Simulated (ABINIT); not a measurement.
# ZnS (Wurtzite-2H) (P6_3mc) in ABINIT: notebook

The runs below take ZnS (Wurtzite-2H) through single point, with PBE, LDA, PBEsol, RPBE.

All numbers are computed with ABINIT 10.8.3 (patched build); they aren't measurements. Logs are shortened: lines on timing, memory, paths and dates and some standing lists are left out, and cuts for length are marked. The log counts tension as positive stress, the text compression.

**What was measured.**

A printed reference work, monograph reports, for a bulk crystal of ZnS at 4 K: band gap 3.911 eV (direct).

The results are compared with them further down.

## (1) The structure

Symmetry: P6_3mc, No. 186, hexagonal system. Conventional cell: a = 3.811 Å, b = 3.811 Å, c = 6.234 Å, α = 90.00°, β = 90.00°, γ = 120.00°. Around Zn (site symmetry 3m) lie 4 S at 2.31 to 2.40 Å. S (site symmetry 3m) is surrounded by 4 Zn at 2.31 to 2.40 Å.

## (2) Single point, PBE

run.abi reads:

```
# Pseudopotentials
pp_dirpath "./"
pseudos "Zn.GGA_PBE-JTH.xml, S.GGA_PBE-JTH.xml"

# Structure
acell 3*1.0 Angstrom
rprim
     3.8110000000     0.0000000000     0.0000000000
    -1.9055000000     3.3004228138     0.0000000000
     0.0000000000     0.0000000000     6.2340000000
ntypat 2
znucl 30 16
natom 4
typat 1 1 2 2
xred
     0.6666666667     0.3333333333     0.5000000000
     0.3333333333     0.6666666667     0.0000000000
     0.6666666667     0.3333333333     0.8850000000
     0.3333333333     0.6666666667     0.3850000000

# Plane-wave basis
ecut 26.0
pawecutdg 48.0
pawxcdev 0

# k points
kptopt 1
ngkpt 8 8 5
nshiftk 1
shiftk 0.0 0.0 0.0

# Exchange and correlation
ixc 11

# Bands and occupations
nband 22
occopt 3
tsmear 0.05 eV

# SCF cycle
nstep 100
tolvrs 1.0e-9

# Output
iomode 3
prtwf 0
prtden 0
prteig 0
prtebands 0
```

Potentials or basis: JTH PAW PBE v2.0.

On the command line:

```bash
$ abinit run.abi > log 2>&1
```

run.abo:

```text
.Version 10.8.3 of ABINIT
 Symmetries : space group P6_3 m c (#186); Bravais hP (primitive hexag.)
================================================================================
 Values of the parameters that define the memory need of the present run
     intxc =       0    ionmov =       0      iscf =      17    lmnmax =      18
     lnmax =       6     mgfft =      60  mpssoang =       3    mqgrid =    3675
     natom =       4  nloc_mem =       2    nspden =       1   nspinor =       1
    nsppol =       1      nsym =      12    n1xccc =       1    ntypat =       2
    occopt =       3   xclevel =       2
       mpw =        3365          nfft =       77760          nkpt =          30
 PAW method is used; the additional fine FFT grid is defined by:
   mgfftf=        75    nfftf =    172800
================================================================================
================================================================================

--------------------------------------------------------------------------------
------------- Echo of variables that govern the present computation ------------
--------------------------------------------------------------------------------
 -outvars: echo values of preprocessed input variables --------
            acell      1.8897261259E+00  1.8897261259E+00  1.8897261259E+00 Bohr
              amu      6.53900000E+01  3.20660000E+01
             ecut      2.60000000E+01 Hartree
              ixc          11
         kptrlatt        8    0    0      0    8    0      0    0    5
          kptrlen      5.76139701E+01
            natom           4
            nband          22
            ngfft          36      36      60
          ngfftdg          48      48      75
             nkpt          30
            nstep         100
             nsym          12
           ntypat           2
           occopt           3
        pawecutdg      4.80000000E+01 Hartree
         pawxcdev           0
           prtden           0
        prtebands           0
           prteig           0
            prtwf           0
            rprim      3.8110000000E+00  0.0000000000E+00  0.0000000000E+00
                      -1.9055000000E+00  3.3004228138E+00  0.0000000000E+00
                       0.0000000000E+00  0.0000000000E+00  6.2340000000E+00
          spgroup         186
           tolvrs      1.00000000E-09
           tsmear      1.83746611E-03 Hartree
            typat      1  1  2  2
           useylm           1
           xangst      1.9055000000E+00  1.1001409379E+00  3.1170000000E+00
                      -1.2540273692E-16  2.2002818759E+00  0.0000000000E+00
                       1.9055000000E+00  1.1001409379E+00  5.5170900000E+00
                      -1.2540273692E-16  2.2002818759E+00  2.4000900000E+00
            xcart      3.6008731329E+00  2.0789650726E+00  5.8902763345E+00
                      -2.3697682822E-16  4.1579301452E+00  0.0000000000E+00
                       3.6008731329E+00  2.0789650726E+00  1.0425789112E+01
                      -2.3697682822E-16  4.1579301452E+00  4.5355127775E+00
             xred      6.6666666667E-01  3.3333333333E-01  5.0000000000E-01
                       3.3333333333E-01  6.6666666667E-01  0.0000000000E+00
                       6.6666666667E-01  3.3333333333E-01  8.8500000000E-01
                       3.3333333333E-01  6.6666666667E-01  3.8500000000E-01
            znucl       30.00000   16.00000

================================================================================

 chkinp: Checking input parameters for consistency.

================================================================================
== DATASET  1 ==================================================================

--- !DatasetInfo
iteration_state: {dtset: 1, }
dimensions: {natom: 4, nkpt: 30, mband: 22, nsppol: 1, nspinor: 1, nspden: 1, mpw: 3365, }
cutoff_energies: {ecut:  26.0, pawecutdg:  48.0, }
electrons: {nelect:   3.60000000E+01, charge:   0.00000000E+00, occopt:   3.00000000E+00, tsmear:   1.83746611E-03, }
meta: {optdriver: 0, ionmov: 0, optcell: 0, iscf: 17, paral_kgb: 0, }
...

 Exchange-correlation functional for the present dataset will be:
  GGA: Perdew-Burke-Ernzerhof functional - ixc=11
  J.P.Perdew, K.Burke, M.Ernzerhof, PRL 77, 3865 (1996)

 Real(R)+Recip(G) space primitive vectors, cartesian coordinates (Bohr,Bohr^-1):
 R(1)=  7.2017463  0.0000000  0.0000000  G(1)=  0.1388552  0.0801681  0.0000000
 R(2)= -3.6008731  6.2368952  0.0000000  G(2)=  0.0000000  0.1603362  0.0000000
 R(3)=  0.0000000  0.0000000 11.7805527  G(3)=  0.0000000  0.0000000  0.0848857
 Unit cell volume ucvol=  5.2914163E+02 bohr^3
 Angles (23,13,12)=  9.00000000E+01  9.00000000E+01  1.20000000E+02 degrees

 Coarse grid specifications (used for wave-functions):
[... 94 lines left out ...]
- [  1.30860738E-28,   7.55524821E-29,   6.21536822E-03, ]
- [ -1.68249520E-28,  -9.71389055E-29,   6.21536822E-03, ]
- [ -1.86943911E-29,  -1.07932117E-29,  -6.21536822E-03, ]
- [  5.60831732E-29,   3.23796352E-29,  -6.21536822E-03, ]
force_length_stats: {min:   6.21536822E-03, max:   6.21536822E-03, mean:   6.21536822E-03, }
...

 Integrated electronic density in atomic spheres:
 ------------------------------------------------
 Atom  Sphere_radius  Integrated_density
    1        2.30770         10.80462126
    2        2.30770         10.80172534
    3        1.90380          3.62373139
    4        1.90380          3.60933839

================================================================================

 ----iterations are completed or convergence reached----

 Mean square residual over all n,k,spin=   16.292E-07; max=  10.102E-04
 reduced coordinates (array xred) for    4 atoms
       0.666666666667      0.333333333333      0.500000000000
       0.333333333333      0.666666666667      0.000000000000
       0.666666666667      0.333333333333      0.885000000000
       0.333333333333      0.666666666667      0.385000000000
 rms dE/dt=  4.2274E-02; max dE/dt=  7.3505E-02; dE/dt below (all hartree)
    1      -0.000000000000      0.000000000000     -0.072936037421
    2       0.000000000000      0.000000000000     -0.072936037421
    3       0.000000000000      0.000000000000      0.073504908008
    4      -0.000000000000      0.000000000000      0.073504908008

 cartesian coordinates (angstrom) at end:
    1      1.90550000000000     1.10014093793333     3.11700000000000
    2     -0.00000000000000     2.20028187586667     0.00000000000000
    3      1.90550000000000     1.10014093793333     5.51709000000000
    4     -0.00000000000000     2.20028187586667     2.40009000000000

 cartesian forces (hartree/bohr) at end:
    1      0.00000000000000     0.00000000000000     0.00621536822356
    2     -0.00000000000000    -0.00000000000000     0.00621536822356
    3     -0.00000000000000    -0.00000000000000    -0.00621536822356
    4      0.00000000000000     0.00000000000000    -0.00621536822356
 frms,max,avg= 3.5884445E-03 6.2153682E-03   0.000E+00  0.000E+00 -2.414E-05 h/b

 cartesian forces (eV/Angstrom) at end:
    1      0.00000000000000     0.00000000000000     0.31960708439861
    2     -0.00000000000000    -0.00000000000000     0.31960708439861
    3     -0.00000000000000    -0.00000000000000    -0.31960708439861
    4      0.00000000000000     0.00000000000000    -0.31960708439861
 frms,max,avg= 1.8452524E-01 3.1960708E-01   0.000E+00  0.000E+00 -1.242E-03 e/A
 length scales=  1.889726125908  1.889726125908  1.889726125908 bohr
              =  1.000000000000  1.000000000000  1.000000000000 angstroms
 Fermi (or HOMO) energy (hartree) =   0.24002   Average Vxc (hartree)=  -0.34453
 Eigenvalues (hartree) for nkpt=  30  k points:
 kpt#   1, nband= 22, wtk=  0.00313, kpt=  0.0000  0.0000  0.0000 (reduced coord)
  -0.28726   -0.25331   -0.03622   -0.03622   -0.03385   -0.03385   -0.03356   -0.01858
  -0.01858   -0.01564   -0.01564   -0.00978    0.00793    0.16627    0.16627    0.19738
   0.19738    0.19777    0.27994    0.30747    0.42829    0.42830
      occupation numbers for kpt#   1
   2.00000    2.00000    2.00000    2.00000    2.00000    2.00000    2.00000    2.00000
   2.00000    2.00000    2.00000    2.00000    2.00000    2.00000    2.00000    2.00000
   2.00000    2.00000    0.00000    0.00000    0.00000    0.00000
 prteigrs : prtvol=0 or 1, do not print more k-points.

--- !EnergyTerms
iteration_state     : {dtset: 1, }
comment             : Components of total free energy in Hartree
kinetic             :  2.20746696439234E+01
hartree             :  4.24734188684806E+01
xc                  : -1.08919878037688E+01
Ewald energy        : -9.21733054745124E+01
psp_core            :  1.56215135973054E+00
local_psp           : -1.48968673757908E+02
PAW spherical_terms :  3.65342070452548E+01
internal            : -1.49389520118800E+02
'-kT*entropy'       : -2.08764971674190E-13
total_energy        : -1.49389520118800E+02
total_energy_eV     : -4.06509593305441E+03
...

--- !EnergyTermsDC
iteration_state     : {dtset: 1, }
comment             : '"Double-counting" decomposition of free energy'
band_energy         : -1.90612559519212E-01
Ewald energy        : -9.21733054745124E+01
psp_core            :  1.56215135973054E+00
xc_dc               : -4.15117369498805E+01
PAW spherical_terms : -1.70760196908533E+01
internal            : -1.49389523315035E+02
'-kT*entropy'       : -2.08764971674190E-13
total_energy_dc     : -1.49389523315035E+02
total_energy_dc_eV  : -4.06509602002840E+03
...

--- !EnergyTermsWithPAWCore
iteration_state     : {dtset: 1, }
comment             : 'Components of total free energy, including PAW core contributions'
Total energy        : -4.39063051843657E+03
Total energy DC     : -4.39063052163280E+03
Total energy (eV)   : -1.19475142900569E+05
Total energy DC (eV): -1.19475142987543E+05
...

 Cartesian components of stress tensor (hartree/bohr^3)
  sigma(1 1)= -1.00034629E-04  sigma(3 2)=  0.00000000E+00
  sigma(2 2)= -1.00034629E-04  sigma(3 1)=  0.00000000E+00
  sigma(3 3)= -3.11127654E-05  sigma(2 1)=  0.00000000E+00

-Cartesian components of stress tensor (GPa)         [Pressure=  2.2672E+00 GPa]
- sigma(1 1)= -2.94312039E+00  sigma(3 2)=  0.00000000E+00
- sigma(2 2)= -2.94312039E+00  sigma(3 1)=  0.00000000E+00
- sigma(3 3)= -9.15369160E-01  sigma(2 1)=  0.00000000E+00

== END DATASET(S) ==============================================================
================================================================================

 -outvars: echo values of variables after computation  --------
            acell      1.8897261259E+00  1.8897261259E+00  1.8897261259E+00 Bohr
           etotal     -1.4938952332E+02
            fcart      1.3086073757E-28  7.5552482060E-29  6.2153682236E-03
                      -1.6824951973E-28 -9.7138905506E-29  6.2153682236E-03
                      -1.8694391081E-29 -1.0793211723E-29 -6.2153682236E-03
                       5.6083173242E-29  3.2379635169E-29 -6.2153682236E-03
            rprim      3.8110000000E+00  0.0000000000E+00  0.0000000000E+00
                      -1.9055000000E+00  3.3004228138E+00  0.0000000000E+00
                       0.0000000000E+00  0.0000000000E+00  6.2340000000E+00
           strten     -1.0003462895E-04 -1.0003462891E-04 -3.1112765351E-05
                       0.0000000000E+00  0.0000000000E+00  0.0000000000E+00
           xangst      1.9055000000E+00  1.1001409379E+00  3.1170000000E+00
                      -1.2540273692E-16  2.2002818759E+00  0.0000000000E+00
                       1.9055000000E+00  1.1001409379E+00  5.5170900000E+00
                      -1.2540273692E-16  2.2002818759E+00  2.4000900000E+00
             xred      6.6666666667E-01  3.3333333333E-01  5.0000000000E-01
                       3.3333333333E-01  6.6666666667E-01  0.0000000000E+00
                       6.6666666667E-01  3.3333333333E-01  8.8500000000E-01
                       3.3333333333E-01  6.6666666667E-01  3.8500000000E-01
 Calculation completed.
```

Run time: 2.3 min. Hardware: 1 thread of Arm Neoverse V2, shared host; peak memory 0.19 GiB.

What came out:

```yaml
Free_energy: -4065.0960 eV
Pressure: 2.3 GPa
Largest_force: 0.320 eV/Å
Band_gap_on_the_k_mesh: 2.24 eV, direct
Valence_electrons_inside_the_program's_atomic_spheres: Zn 10.80; S 3.62, 3.61
```

Forces in eV/Å, atoms in the order of the input:
```
Zn   0.000  0.000  0.320
Zn   0.000  0.000  0.320
S    0.000  0.000 -0.320
S    0.000  0.000 -0.320
```

## (3) Single point, LDA

run.abi, as its differences from that of step 2:

```diff
@@ -23,3 +23,2 @@
 pawecutdg 48.0
-pawxcdev 0
 
@@ -32,3 +31,3 @@
 # Exchange and correlation
-ixc 11
+ixc 7
```

Potentials or basis: JTH PAW PBE v2.0.

On the command line:

```bash
$ abinit run.abi > log 2>&1
```

Run time: 3 min. Hardware: 1 thread of Arm Neoverse V2, shared host; peak memory 0.17 GiB.

The run converged. Its results:

* Free energy: -4074.9801 eV
* Pressure: -3.9 GPa
* Largest force: 0.296 eV/Å
* Band gap on the k mesh: 1.98 eV, direct
* Valence electrons inside the program's atomic spheres: Zn 10.83, 10.82; S 3.60, 3.58

Forces on the atoms (eV/Å):
```
Zn   0.000  0.000  0.296
Zn   0.000  0.000  0.296
S    0.000  0.000 -0.296
S    0.000  0.000 -0.296
```

Stress tensor (GPa, compression positive):
```
-3.37  0.00  0.00
 0.00 -3.37  0.00
 0.00  0.00 -4.89
```

Levels at points of the mesh, in eV from the valence-band top:
```
           k point  band 16  band 17  band 18  band 19  band 20  band 21
(0.00, 0.00, 0.00)    -0.02    -0.02     0.00     1.98     2.77     6.12
(0.50, 0.00, 0.00)    -2.29    -1.61    -1.00     3.40     4.07     4.99
```

Caveat: the PAW data sets were made with another functional, which shifts forces and pressure a little.

## (4) Single point, PBEsol

run.abi, as its differences from that of step 3:

```diff
@@ -23,2 +23,3 @@
 pawecutdg 48.0
+pawxcdev 0
 
@@ -31,3 +32,3 @@
 # Exchange and correlation
-ixc 7
+ixc -116133
```

On the command line:

```bash
$ abinit run.abi > log 2>&1
```

Wall time 3.6 min (1 thread of Arm Neoverse V2, shared host); peak memory 0.19 GiB.

Results (log left out):

- Free energy: -4063.4647 eV
- Pressure: -1.3 GPa
- Largest force: 0.308 eV/Å
- Band gap on the k mesh: 2.10 eV, direct
- Valence electrons inside the program's atomic spheres: Zn 10.81; S 3.60, 3.59

Forces on the atoms (eV/Å):
```
Zn   0.000  0.000  0.308
Zn   0.000  0.000  0.308
S    0.000  0.000 -0.308
S    0.000  0.000 -0.308
```

Stress tensor (GPa, compression positive):
```
-0.73  0.00  0.00
 0.00 -0.73  0.00
 0.00  0.00 -2.57
```

Levels at points of the mesh, in eV from the valence-band top:
| k point | band 14 | band 15 | band 16 | band 17 | band 18 | band 19 | band 20 | band 21 | band 22 |
| --- | --- | --- | --- | --- | --- | --- | --- | --- | --- |
| (0.00, 0.00, 0.00) | -0.87 | -0.87 | -0.01 | -0.01 | 0.00 | 2.10 | 2.86 | 6.17 | 6.17 |
| (0.50, 0.00, 0.00) | -4.27 | -3.21 | -2.28 | -1.60 | -1.00 | 3.47 | 4.15 | 5.03 | 7.00 |

Caveat: the PAW data sets were made with another functional, which shifts forces and pressure a little.

## (5) Single point, RPBE

run.abi, as its differences from that of step 4:

```diff
@@ -32,3 +32,3 @@
 # Exchange and correlation
-ixc -116133
+ixc 15
```

On the command line:

```bash
$ abinit run.abi > log 2>&1
```

It took 2.8 min on 1 thread of Arm Neoverse V2, shared host; peak memory 0.19 GiB.

The run converged. Its results:

```
Free energy                                           : -4060.8062 eV
Pressure                                              : 4.8 GPa
Largest force                                         : 0.327 eV/Å
Band gap on the k mesh                                : 2.40 eV, direct
Valence electrons inside the program's atomic spheres : Zn 10.80, 10.79; S 3.63, 3.62
```

Forces in eV/Å, atoms in the order of the input:
```
Zn   0.000  0.000  0.327
Zn   0.000  0.000  0.327
S    0.000  0.000 -0.327
S    0.000  0.000 -0.327
```

Stress tensor (GPa, compression positive):
```
5.58 0.00 0.00
0.00 5.58 0.00
0.00 0.00 3.36
```

Levels at points of the mesh, in eV from the valence-band top:
```csv
k point,band 16,band 17,band 18,band 19,band 20,band 21
"(0.00, 0.00, 0.00)",-0.01,-0.01,0.00,2.40,3.10,6.34
"(0.50, 0.00, 0.00)",-2.23,-1.53,-0.98,3.73,4.35,5.29
```

Caveat: the PAW data sets were made with another functional, which shifts forces and pressure a little.

## (6) The runs side by side

| level | gap on the mesh (eV) | pressure (GPa) | largest force (eV/Å) |
| --- | --- | --- | --- |
| PBE | 2.24 | 2.3 | 0.32 |
| LDA | 1.98 | -3.9 | 0.30 |
| PBEsol | 2.10 | -1.3 | 0.31 |
| RPBE | 2.40 | 4.8 | 0.33 |

Alike in all rows: task single point; potentials or basis JTH PAW PBE v2.0; no spin polarisation; cell as given; k mesh 8 × 8 × 5; cutoff (eV) 707; smearing fermi-dirac 0.05 eV.

On the cell as given the gap runs from 1.98 eV (LDA) to 2.40 eV (RPBE). The pressure there spans -3.9 GPa (LDA) to 4.8 GPa (RPBE); a positive pressure means that this level wants a larger cell, a negative one a smaller.

Caveats: the PAW data sets were made with another functional, which shifts forces and pressure a little (some runs).

Total energies depend on the potentials used, so only differences within one code and one set of settings carry meaning.

## (7) Against experiment

Step 2. Measured gap of ZnS: 3.911 eV (direct; 4 K; a printed reference work, monograph). This calculation gives 2.24 eV (-1.67 eV). The value is that of PBE, without temperature or zero-point motion. Semilocal functionals fall short of measured gaps as a rule.

Step 3. Measured gap of ZnS: 3.911 eV (direct; 4 K; a printed reference work, monograph). This calculation gives 1.98 eV (-1.93 eV). The value is that of LDA, without temperature or zero-point motion. Semilocal functionals fall short of measured gaps as a rule.

Step 4. Against the measured gap of ZnS, 3.911 eV (direct; 4 K; a printed reference work, monograph), the calculated 2.10 eV is off by -1.81 eV. The value is that of PBEsol, without temperature or zero-point motion. Semilocal functionals fall short of measured gaps as a rule.

Step 5. Measured gap of ZnS: 3.911 eV (direct; 4 K; a printed reference work, monograph). This calculation gives 2.40 eV (-1.51 eV). The value is that of RPBE, without temperature or zero-point motion. Semilocal functionals fall short of measured gaps as a rule.
